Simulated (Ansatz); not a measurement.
Ansatz input

```yaml
crystal:
  lattice:
    - [3.1679865705, 0.0, 0.0]
    - [0.0, 3.1679865705, 0.0]
    - [0.0, 0.0, 3.1679865705]
  atoms:
    - { symbol: Pd, position: [0.0, 0.0, 0.0], spin: 0.5 }
    - { symbol: Pd, position: [0.5, 0.5, 0.5], spin: -0.5 }
hamiltonian:
  xc: rpbe
  pseudopotentials:
    kind: paw
    azcp:
      Pd: "pseudopotentials/Pd.paw.azcp"
basis:
  ecutwfc: 420
  fft_grid_basis: typed
kpoints:
  mp_grid: { grid: [16, 16, 16], shift: [0, 0, 0] }
magnetization:
  spin_polarized: true
scf:
  occupations: { method: fermi_dirac, width: 0.05 }
```

and its output:

```
Engine: ansatz 0.2.0, x86_64-unknown-linux-gnu
Pseudopotentials: kind: paw
Pseudopotential: Pd, paw, valence charge 18, recommended cutoff 420 eV (normal) 
Functional definition: RPBE
  parameter kappa = 0.804
  parameter beta = 0.06672455060314922
  exchange = rpbe_x(kappa = kappa, mu = beta*pi^2/3)
  correlation = pbe_c(beta = beta)
Crystal: 2 atoms, lattice volume = 31.794 Å³
Basis set: ecut = 420 eV, 619 PW (Γ)
Bands: 23, of which v1, the nominal top of the filled ones, is band 18 counted from 1 (17 counted from 0)
Symmetry: 48 space group operations
Space group: Pm-3m (ITA 221), of the structure as read, at distance tolerance 3.2e-5 Å
Magnetic group: BNS 221.97 (UNI 1599), of the structure as read, at distance tolerance 3.2e-5 Å
k-points: 165 of 4096
Non-local potential: Pd, projectors of the file, l = 0: 2, l = 1: 2, l = 2: 2, l = 3: 1
PAW form: soft (Blöchl's): semilocal exchange-correlation on the pseudo side does not see the compensation charge
PAW frozen core: Pd, regenerated for the run's functional, and the local potential with it (the file was generated under x = pbe(κ = 0.804, μ = 0.2195149727645171), c = pbe(β = 0.06672455060314922))
PAW one-centre angular grid: Pd, 590 points (default); XC on 64 Gauss nodes
Initial density: superposition of atomic densities (chi_scale 0.1, normalization cell)
Starting moments: Σ|m| = 1 μB on 2 of 2 sites
Starting magnetic order: antiferromagnet; a translation exchanges its spin sublattices: spin-degenerate at every k-point
Initial wavefunctions: pseudopotential atomic-orbital guess
Functional: x = rpbe, c = pbe(β = 0.06672455060314922)
SCF iter   1: F=—  HF=-13962.597416 eV  |F-HF|=—  |Δ(HF+E_count)|=         —  Δρ=7.56e-2 (↑7.56e-2 ↓7.56e-2)  dr2=6.49e0  dr2_m=1.97e-1  M=0.000 μB ∫|m|=0.261 μB  β_m=0.30  ethr=3.10e-3  ⟨swp⟩=5.3  Hψ=16004  notcnv=0
SCF iter   2: F=—  HF=-13961.530944 eV  |F-HF|=—  |Δ(HF+E_count)|=    1.07e0  Δρ=4.59e-2 (↑4.59e-2 ↓4.59e-2)  dr2=2.19e0  dr2_m=1.23e-1  M=0.000 μB ∫|m|=0.190 μB  β_m=0.30  ethr=3.10e-3  ⟨swp⟩=2.5  Hψ=7662  notcnv=0  defer=47
SCF iter   3: F=—  HF=-13961.038867 eV  |F-HF|=—  |Δ(HF+E_count)|=   4.92e-1  Δρ=2.04e-2 (↑2.04e-2 ↓2.04e-2)  dr2=8.16e-2  dr2_m=7.63e-2  M=0.000 μB ∫|m|=0.135 μB  β_m=0.30  ethr=3.10e-3  ⟨swp⟩=2.1  Hψ=6160  notcnv=0  defer=47
SCF iter   4: F=—  HF=-13961.060413 eV  |F-HF|=—  |Δ(HF+E_count)|=   2.15e-2  Δρ=1.25e-2 (↑1.25e-2 ↓1.25e-2)  dr2=6.40e-4  dr2_m=4.52e-2  M=0.000 μB ∫|m|=0.103 μB  β_m=0.30  ethr=2.27e-4  ⟨swp⟩=2.0  Hψ=8528  notcnv=0  defer=57
SCF iter   5: F=—  HF=-13961.067021 eV  |F-HF|=—  |Δ(HF+E_count)|=   6.61e-3  Δρ=9.62e-3 (↑9.62e-3 ↓9.62e-3)  dr2=2.32e-4  dr2_m=2.67e-2  M=0.000 μB ∫|m|=0.080 μB  β_m=0.30  ethr=1.78e-6  ⟨swp⟩=2.3  Hψ=5553  notcnv=0  defer=57
SCF iter   6: F=—  HF=-13961.071389 eV  |F-HF|=—  |Δ(HF+E_count)|=   4.37e-3  Δρ=7.36e-3 (↑7.36e-3 ↓7.36e-3)  dr2=1.68e-6  dr2_m=1.58e-2  M=0.000 μB ∫|m|=0.062 μB  β_m=0.30  ethr=6.45e-7  ⟨swp⟩=2.0  Hψ=6720  notcnv=0  defer=57
SCF iter   7: F=—  HF=-13961.073414 eV  |F-HF|=—  |Δ(HF+E_count)|=   2.03e-3  Δρ=5.66e-3 (↑5.66e-3 ↓5.66e-3)  dr2=1.80e-7  dr2_m=9.34e-3  M=0.000 μB ∫|m|=0.048 μB  β_m=0.30  ethr=2.78e-10  ⟨swp⟩=4.0  Hψ=11806  notcnv=0
Mixer restart at iter 7: flushing history
spin-set hold released at iteration 7 (site moments contracting): the magnetisation degrees of freedom join the quasi-Newton model from the next iteration; the mixer history was flushed
SCF iter   8: F=—  HF=-13961.074617 eV  |F-HF|=—  |Δ(HF+E_count)|=   1.20e-3  Δρ=4.35e-3 (↑4.35e-3 ↓4.35e-3)  dr2=8.52e-8  dr2_m=5.53e-3  M=0.000 μB ∫|m|=0.037 μB  β_m=0.65  ethr=2.78e-10  ⟨swp⟩=4.0  Hψ=11437  notcnv=0
SCF iter   9: F=—  HF=-13961.076384 eV  |F-HF|=—  |Δ(HF+E_count)|=   1.77e-3  Δρ=6.27e-5 (↑6.27e-5 ↓6.27e-5)  dr2=4.72e-9  dr2_m=1.14e-6  M=0.000 μB ∫|m|=0.001 μB  β_m=0.82  ethr=2.37e-10  ⟨swp⟩=4.1  Hψ=12133  notcnv=0
SCF iter  10: F=—  HF=-13961.076385 eV  |F-HF|=—  |Δ(HF+E_count)|=   1.42e-6  Δρ=1.85e-5 (↑1.85e-5 ↓1.85e-5)  dr2=2.36e-9  dr2_m=9.93e-8  M=0.000 μB ∫|m|=0.000 μB  β_m=0.91  ethr=1.31e-11  ⟨swp⟩=3.0  Hψ=10458  notcnv=0
SCF iter  11: F=—  HF=-13961.076385 eV  |F-HF|=—  |Δ(HF+E_count)|=   1.47e-7  Δρ=3.81e-6 (↑3.81e-6 ↓3.81e-6)  dr2=1.59e-8  dr2_m=2.23e-10  M=0.000 μB ∫|m|=0.000 μB  β_m=0.72  ethr=6.56e-12  ⟨swp⟩=3.0  Hψ=10378  notcnv=0
SCF iter  12: F=—  HF=-13961.076385 eV  |F-HF|=—  |Δ(HF+E_count)|=   4.24e-9  Δρ=1.14e-6 (↑1.14e-6 ↓1.14e-6)  dr2=8.94e-10  dr2_m=1.61e-10  M=0.000 μB ∫|m|=0.000 μB  β_m=0.71  ethr=6.56e-12  ⟨swp⟩=3.0  Hψ=8610  notcnv=0
SCF iter  13: F=-13961.076385 eV  HF=-13961.076385 eV  |F-HF|=1.64e-11  |Δ(HF+E_count)|=  3.22e-10  Δρ=1.91e-7 (↑1.91e-7 ↓1.91e-7)  dr2=1.54e-11  dr2_m=6.88e-12  M=0.000 μB ∫|m|=0.000 μB  ethr=2.48e-12  ⟨swp⟩=2.0  Hψ=7439  notcnv=0
SCF 1 converged in 13 iterations: F = -13961.076385 eV  dr2 = 1.54e-11
WARN: the starting moments were not kept: the SCF closed with an absolute magnetisation of 2.8e-6 μB, where they sum to 1 μB in size (2 sites). That is at most 0.1 of that sum. Measured as dr2_m measures the in/out step, that magnetisation stands 1.2e-12 eV from none, at or under the dr2_threshold of 1.0e-7 eV: it is no larger than a step whose dr2_m would equal this threshold. The system may hold no moment; this SCF shows only that its start led to no more than that. To try another start: raise the starting moments (crystal.atoms[].spin, magnetization.per_species, magnetization.initial_magnetization, or on a non-collinear deck that types none of these the spinor_matrix: blocks that start its atoms; where the total moment is fixed, keep their sum and leave initial_magnetization as it is; typed ones take the place of any that the run laid by itself, positive ones on a crystal's lanthanoids without a Hubbard term where scf.initial_density.shell_occupations: [] is typed) or, if the notice of its spin-set hold's release reads "site moments contracting" or "site moments show no strong build", lengthen the hold (scf.mixing.spin_hold: { on: { confirm: 4 } }; for m-r²SCAN on two components see the key's manual first). Each may lead to a state that holds a moment. A second SCF, from the converged charge density, with the starting moments and any scf.initial_density.shell_occupations laid on it anew, would have followed, and was not run: the deck does not ask for one (magnetization.retry_lost_moments is false, the default). To let it run, set magnetization.retry_lost_moments: true and run the deck again, where that key's refused combinations let it; where memory then withholds it, that run's warning says so.
SCF converged after 13 iterations
Magnetization: 0.0000 μB (18.0000 up, 18.0000 down)
Absolute magnetization: 0.0000 μB (∫|ρ↑−ρ↓|, with the PAW one-centre terms)
Spin contamination: 0.0000 ħ² per cell (⟨S²⟩ above its minimum at these occupations)
Per-site moments (μB) at R_I (Å): [(6.235164426914924e-7, 1.1317172001716387), (-6.235164426914924e-7, 1.1317172001716387)]
Free energy (F): -13961.076385 eV
Harris-Foulkes:  -13961.076385 eV  (|F-HF|=1.64e-11)
Internal energy: -13961.054653 eV  (E = F + TS)
E sigma→0 (E₀):  -13961.065519 eV
Entropy (-TS):   -0.021732 eV (-10.866 meV/atom)
Fermi energy:    18.013867 eV
--- Per-component energies (eV) ---
  E_band       = -327.446294
  E_kinetic    = 1026.114012
  E_local      = -3708.916361  (includes V_loc(G=0)·N_el)
  E_nonlocal   = 433.281299
  E_hartree    = 1501.065217
  E_xc         = -336.798120
  E_vxc        = -421.757393  (∫ρ·V_xc dr)
  E_paw        = -7516.094311  (= ΣΔE_a)
  E_vpaw       = -658.298396  (= ΣTr[D̂ρ^β])
  E_aug_tail   = 0.000413  (compensation charges beyond the density's cutoff)
  E_ewald      = -5359.489121
  E_core_change = -0.217683  (= ΣΔE_core)
  E_smearing   = -0.021732  (= −TS)
  E_closure    = -0.000000  (closes the sum)
  Σ components = -13961.076385   (vs F -13961.076385, Δ=0.00e0)
```
